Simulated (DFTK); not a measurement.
GaN:

```
Ga N
1.0
     0.00000    2.25350    2.25350
     2.25350    0.00000    2.25350
     2.25350    2.25350    0.00000
Ga N
1 1
Direct
  0.00000 0.00000 0.00000
  0.25000 0.25000 0.25000
```

The cell is a database's computed one.

Base run:

```yaml
Program: DFTK 0.8.2
Functional: TASK
Potentials_or_basis: cp2k.nc.sr.pbe.v0_1.largecore.gth (PBE, GTH, large core)
Cutoff: 2122 eV
k_mesh: 7 × 7 × 7
Occupations: fermi-dirac, width 0.05 eV
Spin: no spin polarisation
```

Its results: band gap on the k mesh 2.86 eV, direct.

Problem. The run is repeated on the same cell with these changes: functional from TASK to BJ06. What comes out?

Solution. Band gap on the k mesh 2.72 eV, direct.

Caveats: this set keeps more shells in the core, which shifts pressures and gaps; the program leaves the constant c of mgga_x_tb09 at 1, so the potential is Becke-Johnson's (BJ06) and not Tran and Blaha's, with levels but no total energy (some runs); the program warned that the kinetic-energy density falls under its von Weizsäcker bound, which can give unphysical results (some runs).
